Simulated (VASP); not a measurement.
# InAs: single point with PBEsol

**What was measured.**

A printed reference work, data compilation reports, for a bulk crystal of InAs at 4.2 K: band gap 0.418 eV (direct).

Crystal: InAs.

```xyz
2
Lattice="0.0000 3.0434 3.0434 3.0434 0.0000 3.0434 3.0434 3.0434 0.0000" Properties=species:S:1:pos:R:3 pbc="T T T"
In    0.0000    0.0000    0.0000
As    1.5217    1.5217    1.5217
```

```
Program                : VASP 6.6.1
Task                   : single point
Functional             : PBEsol
Potentials or basis    : VASP PAW PBE potentials, release 64 (In_d, As)
Cutoff                 : 520 eV
k mesh                 : 14 × 14 × 14
Occupations            : gaussian, width 0.05 eV
Spin                   : no spin polarisation
Dipole correction      : no
Further INCAR settings : ALGO = Normal; EDIFF = 1e-06; NBANDS = 16
```

| Property | Result |
| --- | --- |
| Pressure | 0.1 GPa |
| Band gap on the k mesh | zero (filled and empty bands touch) |

Levels at points of the mesh, in eV from the Fermi level:
```
           k point  band 5  band 6  band 7  band 8  band 9  band 10  band 11  band 12  band 13  band 14
(0.00, 0.00, 0.00)  -14.19  -11.78   -0.40   -0.02   -0.02    -0.02     3.83     3.83     3.83     7.24
(0.50, 0.00, 0.00)  -14.18  -10.36   -5.73   -0.99   -0.99     0.81     4.59     4.59     6.67     8.78
(0.50, 0.50, 0.00)  -14.17   -9.83   -5.82   -2.30   -2.30     1.45     1.96     8.93     9.06     9.06
```

Run time: 90 s on 1 thread of Intel Xeon 8259CL, with other jobs on the host, peak memory 0.24 GiB.

Against the measured gap of InAs, 0.418 eV (direct; 4.2 K; a printed reference work, data compilation), the calculated 0.00 eV is off by -0.42 eV. Spin-orbit coupling on As, In is left out. The value is that of PBEsol on a finite k mesh, which can miss the band edges, without temperature or zero-point motion. Semilocal functionals fall short of measured gaps as a rule.

Caveat: semilocal functionals underestimate gaps, so a narrow gap can read as zero; the PAW data sets were made with another functional, which shifts forces and pressure a little; spin-orbit coupling is left out, which moves the levels of the heavy elements.
